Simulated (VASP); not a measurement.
# Ge (Fd-3m) in VASP: settings compared

The runs below take Ge through single point, relaxation of cell and atoms, with PBE, vdW-DF2.

All numbers are computed with VASP 6.6.1; they aren't measurements. Logs are shortened: lines on timing, memory, paths and dates and some standing lists are left out, and cuts for length are marked.

**What was measured.**

From “Temperature-dependent photoluminescence in Ge: experiment and theory”, 2020, arxiv:2003.00143, for a bulk crystal of Ge at 0 K: band gap 0.744 eV (indirect).

The runs below are set against these values where they give the same quantity.

### Step 1. Starting point

It takes space group Fd-3m (No. 227, cubic). Conventional cell: a = 5.658 Å, b = 5.658 Å, c = 5.658 Å, α = 90.00°, β = 90.00°, γ = 90.00°. Ge (site symmetry -43m) has 4 Ge at 2.45 Å as nearest neighbours.

### Step 2. Single point, PBE

Input file INCAR:

```
PREC = Accurate
ENCUT = 520
EDIFF = 1E-7
ISMEAR = 0
SIGMA = 0.013000000000000001
LREAL = F
LASPH = T
NELM = 100
ALGO = Fast
ISIF = 2
LWAVE = F
LCHARG = T
GGA = PE
LELF = T
LVHAR = T
NBANDS = 21
```

Input file KPOINTS:

```
Automatic mesh
0
Gamma
  8 8 8
```

Input file POSCAR:

```
Ge
1.0
    0.0000000000      2.8289100000      2.8289100000
    2.8289100000      0.0000000000      2.8289100000
    2.8289100000      2.8289100000      0.0000000000
Ge
2
Direct
    0.7500000000      0.7500000000      0.7500000000
    0.5000000000      0.5000000000      0.5000000000
```

Potentials or basis: VASP PAW PBE potentials, release 64 (Ge_d).

Command:

```
cat potpaw_PBE.64/Ge_d/POTCAR > POTCAR
mpirun -np 1 vasp_std > vasp.out
```

OUTCAR:

```text
PREC = Accurate
   ENCUT = 520
   EDIFF = 1E-7
   ISMEAR = 0
   LREAL = F
   LASPH = T
   NELM = 100
   ISIF = 2
   GGA = PE

 ion  position               nearest neighbor table
   1  0.750  0.750  0.750-   2 2.45   2 2.45   2 2.45   2 2.45
   2  0.500  0.500  0.500-   1 2.45   1 2.45   1 2.45   1 2.45

  LATTYP: Found a face centered cubic cell.
 ALAT       =     5.6578200000

  Lattice vectors:

 A1 = (   0.0000000000,   2.8289100000,   2.8289100000)
 A2 = (   2.8289100000,   0.0000000000,   2.8289100000)
 A3 = (   2.8289100000,   2.8289100000,   0.0000000000)

Analysis of symmetry for initial positions (statically):
=====================================================================
 Subroutine PRICEL returns:
 Original cell was already a primitive cell.

 Routine SETGRP: Setting up the symmetry group for a
 face centered cubic supercell.

 Subroutine GETGRP returns: Found 48 space group operations
 (whereof 24 operations were pure point group operations)
 out of a pool of 48 trial point group operations.

The static configuration has the point symmetry T_d .
 The point group associated with its full space group is O_h .

Analysis of symmetry for dynamics (positions and initial velocities):
=====================================================================
 Subroutine PRICEL returns:
 Original cell was already a primitive cell.

 Routine SETGRP: Setting up the symmetry group for a
 face centered cubic supercell.

 Subroutine GETGRP returns: Found 48 space group operations
 (whereof 24 operations were pure point group operations)
 out of a pool of 48 trial point group operations.

The dynamic configuration has the point symmetry T_d .
 The point group associated with its full space group is O_h .

 Subroutine INISYM returns: Found 48 space group operations
 (whereof 24 operations are pure point group operations),
 and found     1 'primitive' translations

----------------------------------------------------------------------------------------

                                     Primitive cell

  volume of cell :      45.2780

  direct lattice vectors                    reciprocal lattice vectors
     0.000000000  2.828910000  2.828910000    -0.176746521  0.176746521  0.176746521
     2.828910000  0.000000000  2.828910000     0.176746521 -0.176746521  0.176746521
     2.828910000  2.828910000  0.000000000     0.176746521  0.176746521 -0.176746521

  length of vectors
     4.000682889  4.000682889  4.000682889     0.306133954  0.306133954  0.306133954

  position of ions in fractional coordinates (direct lattice)
     0.750000000  0.750000000  0.750000000
     0.500000000  0.500000000  0.500000000

  ion indices of the primitive-cell ions
   primitive index   ion index
                 1           1
                 2           2

----------------------------------------------------------------------------------------

 KPOINTS: Automatic mesh

Automatic generation of k-mesh.
 Grid dimensions read from file:
 generate k-points for:    8    8    8

 Generating k-lattice:

  Cartesian coordinates                     Fractional coordinates (reciprocal lattice)
    -0.022093315  0.022093315  0.022093315     0.125000000  0.000000000  0.000000000
     0.022093315 -0.022093315  0.022093315     0.000000000  0.125000000  0.000000000
     0.022093315  0.022093315 -0.022093315     0.000000000  0.000000000  0.125000000

  Length of vectors
     0.038266744  0.038266744  0.038266744

  Shift w.r.t. Gamma in fractional coordinates (k-lattice)
     0.000000000  0.000000000  0.000000000

 Subroutine IBZKPT returns following result:
 ===========================================

 Found     29 irreducible k-points:

 Following reciprocal coordinates:
            Coordinates               Weight
  0.000000  0.000000  0.000000      1.000000
  0.125000  0.000000  0.000000      8.000000
  0.250000  0.000000  0.000000      8.000000
  0.375000  0.000000  0.000000      8.000000
  0.500000  0.000000  0.000000      4.000000
  0.125000  0.125000  0.000000      6.000000
[... 16 lines left out ...]
  0.500000  0.250000  0.125000     48.000000
 -0.375000  0.250000  0.125000     24.000000
 [... further k-points ...]
   k-points           NKPTS =     29   k-points in BZ     NKDIM =     29   number of bands    NBANDS=     21
   number of dos      NEDOS =    301   number of ions     NIONS =      2
   total plane-waves  NPLWV =  27000
   dimension x,y,z NGX =    30 NGY =   30 NGZ =   30
   dimension x,y,z NGXF=    60 NGYF=   60 NGZF=   60
   ions per type =               2
   NGX,Y,Z   is equivalent  to a cutoff of  12.47, 12.47, 12.47 a.u.
   NGXF,Y,Z  is equivalent  to a cutoff of  24.93, 24.93, 24.93 a.u.
 SYSTEM =  unknown system
   PREC   = accura    normal or accurate (medium, high low for compatibility)
   ISTART =      0    job   : 0-new  1-cont  2-samecut
   ICHARG =      2    charge: 1-file 2-atom 10-const
   ISPIN  =      1    spin polarized calculation?
   LNONCOLLINEAR =      F non collinear calculations
   LSORBIT =      F    spin-orbit coupling
   LASPH  =      T    aspherical Exc in radial PAW
   ENCUT  =  520.0 eV  38.22 Ry    6.18 a.u.   7.44  7.44  7.44*2*pi/ulx,y,z
   NELM   =    100;   NELMIN=  2; NELMDL= -5     # of ELM steps
   EDIFF  = 0.1E-06   stopping-criterion for ELM
   LREAL  =      F    real-space projection
   EDIFFG = 0.1E-05   stopping-criterion for IOM
   NSW    =      0    number of steps for IOM
   IBRION =     -1    ionic relax: 0-MD 1-quasi-New 2-CG
   NFREE  =      0    steps in history (QN), initial steepest desc. (CG)
   ISIF   =      2    stress and relaxation
   ISYM   =      2    0-nonsym 1-usesym 2-fastsym
   POTIM  = 0.5000    time-step for ionic-motion
   TEBEG  =    0.0;   TEEND  =   0.0 temperature during run
   PSTRESS=    0.0 pullay stress
   NELECT =      28.0000    total number of electrons
   NUPDOWN=      -1.0000    fix difference up-down
   EMIN   =  10.00;   EMAX   =-10.00  energy-range for DOS
   EFERMI =   0.00;   METHOD = LEGACY
   ISMEAR =     0;   SIGMA  =   0.01  broadening in eV -4-tet -1-fermi 0-gaus
   EFERMI_NEDOS =   21; number of points for ismear=-14 and -15
   IALGO  =     68    algorithm
   IMIX   =      4    mixing-type and parameters
     AMIX     =   0.40;   BMIX     =  1.00
     AMIX_MAG =   1.60;   BMIX_MAG =  1.00
  volume/ion in A,a.u.               =      22.64       152.78
  Fermi-wavevector in a.u.,A,eV,Ry     =   1.394756  2.635708 26.468033  1.945346
  Thomas-Fermi vector in A             =   2.518275
   LORBIT       =      0    0 simple, 1 ext, 2 COOP (PROOUT), +10 PAW based schemes
   GGA     = PE    functional components
   LHFCALC =     F    Hartree Fock is set to
   AEXX    =    0.0000 exact exchange contribution
   IVDW    =     0    specifies the selected vdW correction
   LEPSILON=     F    determine dielectric tensor
   LRPA    =     F    only Hartree local field effects (RPA)
 non-spin polarized calculation
 RMM-DIIS sequential band-by-band and
 Gauss-broadening in eV      SIGMA  =   0.01
  energy-cutoff  :      520.00
  volume of cell :       45.28
 maximum number of plane-waves:      1243
 NGX is ok and might be reduce to    30
   NGX = 15   NGY = 15   NGZ = 15

 number of electron      28.0000022 magnetization

 Free energy of the ion-electron system (eV)
  ---------------------------------------------------
  ext. energy  EPLUGINS =         0.00000000
  ---------------------------------------------------
  free energy    TOTEN  =        -8.99883282 eV

  energy without entropy =       -8.99882457  energy(sigma->0) =       -8.99882870

 E-fermi :   5.0141     XC(G=0):  -9.9229

 val. band max:        4.9945423032   @ k =   0.0000   0.0000   0.0000
 cond. band min:       5.0291178023   @ k =   0.0000   0.0000   0.0000
 fundamental gap:      0.0345754992
 Fermi energy:         5.0140540645

 k-point     1 :       0.0000    0.0000    0.0000
  band No.  band energies     occupation
      1     -19.8214      2.00000
      2     -19.8214      2.00000
      3     -19.8214      2.00000
      4     -19.7853      2.00000
      5     -19.7853      2.00000
      6     -19.5748      2.00000
[... 13 lines left out ...]
     20      14.4761      0.00000
     21      14.4761      0.00000

 k-point     2 :       0.1250    0.0000    0.0000
  band No.  band energies     occupation
      1     -19.8295      2.00000
      2     -19.8295      2.00000
      3     -19.8189      2.00000
      4     -19.7739      2.00000
      5     -19.7739      2.00000
      6     -19.5866      2.00000
[... 13 lines left out ...]
     20      13.5766      0.00000
     21      13.5766      0.00000

 k-point     3 :       0.2500    0.0000    0.0000
  band No.  band energies     occupation
      1     -19.8396      2.00000
      2     -19.8396      2.00000
      3     -19.8128      2.00000
      4     -19.7567      2.00000
      5     -19.7567      2.00000
      6     -19.6003      2.00000
[... 13 lines left out ...]
     20      13.3273      0.00000
     21      13.3273      0.00000

 k-point     4 :       0.3750    0.0000    0.0000
  band No.  band energies     occupation
      1     -19.8446      2.00000
      2     -19.8446      2.00000
      3     -19.8065      2.00000
      4     -19.7463      2.00000
      5     -19.7463      2.00000
      6     -19.6075      2.00000
[... 13 lines left out ...]
     20      14.5039      0.00000
     21      14.5039      0.00000

 k-point     5 :       0.5000    0.0000    0.0000
  band No.  band energies     occupation
      1     -19.8459      2.00000
      2     -19.8459      2.00000
      3     -19.8038      2.00000
      4     -19.7434      2.00000
      5     -19.7434      2.00000
      6     -19.6090      2.00000
[... 13 lines left out ...]
     20      16.0930      0.00000
     21      16.2182      0.00000
[... 382 lines left out ...]
     20      16.6060      0.00000
     21      17.8364      0.00000

 k-point    22 :       0.3750    0.2500    0.1250
  band No.  band energies     occupation
      1     -19.8501      2.00000
      2     -19.8475      2.00000
      3     -19.8047      2.00000
      4     -19.7491      2.00000
      5     -19.7205      2.00000
      6     -19.6512      2.00000
[... 13 lines left out ...]
     20      15.1341      0.00000
     21      15.3940      0.00000

 k-point    23 :       0.5000    0.2500    0.1250
  band No.  band energies     occupation
      1     -19.8619      2.00000
      2     -19.8540      2.00000
      3     -19.7830      2.00000
      4     -19.7341      2.00000
      5     -19.7078      2.00000
      6     -19.6598      2.00000
[... 13 lines left out ...]
     20      14.6693      0.00000
     21      16.5255      0.00000

 k-point    24 :      -0.3750    0.2500    0.1250
  band No.  band energies     occupation
      1     -19.8671      2.00000
      2     -19.8554      2.00000
      3     -19.7731      2.00000
      4     -19.7231      2.00000
      5     -19.7093      2.00000
      6     -19.6547      2.00000
[... 13 lines left out ...]
     20      15.9594      0.00000
     21      16.4692      0.00000

 [... further k-points ...]

------------------------ aborting loop because EDIFF is reached ----------------------------------------

  FORCE on cell =-STRESS in cart. coord.  units (eV):
  Direction    XX          YY          ZZ          XY          YZ          ZX
  --------------------------------------------------------------------------------------
  -------------------------------------------------------------------------------------
  Total        0.9959775      0.9959775      0.9959775      0.0000000      0.0000000      0.0000000
  in kB       35.2429894     35.2429894     35.2429894      0.0000000      0.0000000      0.0000000
  external PRESSURE =      35.2429894 kB  Pullay stress =       0.0000000 kB

 VOLUME and BASIS-vectors are now :
 -----------------------------------------------------------------------------
  energy-cutoff  :      520.00
  volume of cell :       45.28
      direct lattice vectors                 reciprocal lattice vectors
     0.000000000  2.828910000  2.828910000    -0.176746521  0.176746521  0.176746521
     2.828910000  0.000000000  2.828910000     0.176746521 -0.176746521  0.176746521
     2.828910000  2.828910000  0.000000000     0.176746521  0.176746521 -0.176746521

 POSITION                                       TOTAL-FORCE (eV/Angst)
 -----------------------------------------------------------------------------------
      4.24336      4.24336      4.24336         0.000000     -0.000000     -0.000000
      2.82891      2.82891      2.82891        -0.000000      0.000000      0.000000
 -----------------------------------------------------------------------------------
    total drift:                                0.000000     -0.000000     -0.000000

  FREE ENERGIE OF THE ION-ELECTRON SYSTEM (eV)
  ---------------------------------------------------
  free  energy   TOTEN  =        -8.9988328234 eV

  energy  without entropy=       -8.9988245687  energy(sigma->0) =       -8.99882870
```

It took 41 s on 1 thread of Intel Xeon Platinum 8488C (Sapphire Rapids), shared host; peak memory 0.16 GiB.

Results:

| Quantity | Value |
| --- | --- |
| Free energy | -8.9988 eV |
| Pressure | 3.5 GPa |
| Band gap on the k mesh | 0.03 eV, direct |

(Continued in part 2 of 2.)
